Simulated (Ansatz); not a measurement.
# SnTe: the cost of one run

Computed with Ansatz 0.2.0 (DFT PBEsol, scalar-relativistic, plane waves, PAW, unless a step's input says otherwise).

The COD entry's cell or inner coordinates are ideal or old and differ from later refinements, so a difference from it is no clean test against experiment.

1 further run of the same task is left out (set aside as unsound or not needed).

## 1. Starting point

It takes space group Fm-3m (No. 225, cubic). The conventional cell has a = 6.288 Å, b = 6.288 Å, c = 6.288 Å, α = 90.00°, β = 90.00°, γ = 90.00°. Sn (site symmetry m-3m) is surrounded by 6 Te at 3.14 Å. Around Te (site symmetry m-3m) lie 6 Sn at 3.14 Å.

Coordinates:

```xyz
2
Lattice="0.0000 3.1440 3.1440 3.1440 0.0000 3.1440 3.1440 3.1440 0.0000" Properties=species:S:1:pos:R:3 pbc="T T T"
Sn    0.0000    0.0000    0.0000
Te    3.1440    3.1440    3.1440
```

This cell was relaxed beforehand with the same method: volume 31.08 Å³/atom, gap on the mesh 0.16 eV.

The bulk reference comes from a run made before at the same settings: -6425.9246 eV/atom.

## 2. The (100) slab

Planes are indexed in the bulk's conventional cell (Fm-3m (No. 225)), a = 6.288 Å, b = 6.288 Å, c = 6.288 Å, α = 90.00°, β = 90.00°, γ = 90.00°.

The slab is a (100) slab, 12.6 Å thick as cut, with 15 Å of vacuum; its outer planes are SnTe (top) and SnTe (bottom).

The slab as cut. Layers, bottom to top:

| plane | atoms per cell | height over the lowest (Å) |
| --- | --- | --- |
| 1 | SnTe | 0.00 |
| 2 | SnTe | 3.14 |
| 3 | SnTe | 6.29 |
| 4 | SnTe | 9.43 |
| 5 | SnTe | 12.58 |

## 3. The slab as cut, atoms at the bulk's places

The cell repeats along c, and a dipole correction in the vacuum removes the field between the copies.

input.yaml reads:

```yaml
crystal:
  lattice:
    - [4.4463218297, 0.0, 0.0]
    - [0.0, 4.4463218297, 0.0]
    - [0.0, 0.0, 27.5760972684]
  atoms:
    - { symbol: Sn, position: [0.5, 0.5, 0.2719746717] }
    - { symbol: Te, position: [0.0, 0.0, 0.2719746717] }
    - { symbol: Sn, position: [0.0, 0.0, 0.3859873358] }
    - { symbol: Te, position: [0.5, 0.5, 0.3859873358] }
    - { symbol: Sn, position: [0.5, 0.5, 0.5] }
    - { symbol: Te, position: [0.0, 0.0, 0.5] }
    - { symbol: Sn, position: [0.0, 0.0, 0.6140126642] }
    - { symbol: Te, position: [0.5, 0.5, 0.6140126642] }
    - { symbol: Sn, position: [0.5, 0.5, 0.7280253283] }
    - { symbol: Te, position: [0.0, 0.0, 0.7280253283] }
basis:
  ecutwfc: 420
kpoints:
  mp_grid: { grid: [8, 8, 1] }
hamiltonian:
  xc: pbesol
scf:
  occupations: { method: gaussian, width: 0.05 }
output:
  forces: true
  stress: true
  eigenvalues: true
efield:
  axis: 3
  dipole_correction: true
```

The run is started by

```bash
$ ansatz run input.yaml --threads 2 --pin off --max-ram 5120MiB --backend cpu --events-out ev --progress --plain --runs-dir out
```

Q: Estimate wall time and peak memory on 2 threads of Arm Neoverse V1, shared host.

About 55 s, with a peak of 1.2 GiB.
